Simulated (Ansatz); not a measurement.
Born–Oppenheimer molecular dynamics of a periodic cell of 24 atoms, MoS$_{2}$ (start crystal MoS2, start structure P6_3/mmc, volume 1.05 times the crystal's). It goes on from the last frame of an earlier run, with new velocities.

Theory: Ansatz 0.2.0, DFT PBE, scalar-relativistic, plane waves, PAW. Settings: accuracy low, PAW set soft_1, cutoff 420 eV, k mesh 2x2x1, fermi-dirac smearing 0.17 eV, no spin polarisation.

```json
{
 "ensemble": "NVT, Langevin thermostat",
 "time step": "2 fs",
 "steps asked": "260",
 "set temperature": "1600 K",
 "friction": "0.02 /fs",
 "temperature schedule": "195 steps to 300 K, then 65 steps to 300 K",
 "seed": "95069"
}
```

First frame:

```xyz
24
Lattice="-3.1915 -5.5278 0.0000 4.7872 -2.7639 0.0000 0.0000 0.0000 12.7354" Properties=species:S:1:pos:R:3
Mo 0.138 -3.809 3.719
Mo 1.279 -4.596 9.828
S -0.500 -3.954 8.085
S 1.776 -4.693 2.033
S -0.158 -3.857 11.601
S 1.798 -4.720 5.167
Mo 3.475 -3.699 3.541
Mo -0.288 -1.979 10.052
S 2.985 -3.837 8.396
S 0.178 -2.154 2.187
S 2.890 -3.705 11.515
S -0.027 -1.792 5.057
Mo 2.037 -0.995 3.581
Mo 3.107 -2.034 9.886
S 1.322 -1.237 8.576
S 3.468 -2.000 2.009
S 1.379 -1.313 11.436
S 3.155 -1.855 5.080
Mo 1.722 -6.664 3.728
Mo -1.858 -4.686 9.980
S 1.201 -6.463 8.076
S -1.527 -4.649 2.061
S 1.517 -6.565 11.436
S -1.357 -4.693 5.280
```

Question: What does the run give?

Answer: All steps were run.

```
steps done                                               : 260
time covered                                             : 520 fs
mean temperature over the second half                    : 532 K
spread of the potential energy over the second half      : 27.5 meV per atom
mean potential energy of the second half above the start : -179.2 meV per atom
```

The schedule's set-point averaged 409 K over the second half and the system 532 K, so it lags behind the ramp. A run of 0.52 ps of so small a system gives no equilibrium averages. Limits of this set-up: coarse k mesh, low accuracy level.

Question: What happens to the structure?

Answer: Mean squared displacements from the first frame to the last, about the centre of mass: Mo 0.13 Å², S 0.12 Å². The details hang on the random start.

Question: How do temperature and energy run in time?

Answer: 
| time (fs) | T (K) | potential energy less start (eV) |
| --- | --- | --- |
| 0 | 1533 | 0.000 |
| 42 | 2091 | -0.550 |
| 84 | 1595 | -0.086 |
| 126 | 1051 | -1.152 |
| 168 | 1352 | -2.066 |
| 210 | 1178 | -2.234 |
| 252 | 971 | -2.810 |
| 294 | 735 | -3.379 |
| 336 | 628 | -4.175 |
| 378 | 599 | -4.151 |
| 420 | 338 | -4.670 |
| 462 | 421 | -4.804 |
| 504 | 389 | -5.062 |

Run time: 40 min on 2 threads of Arm Neoverse V1, with other jobs on the host, peak memory 1.2 GiB.
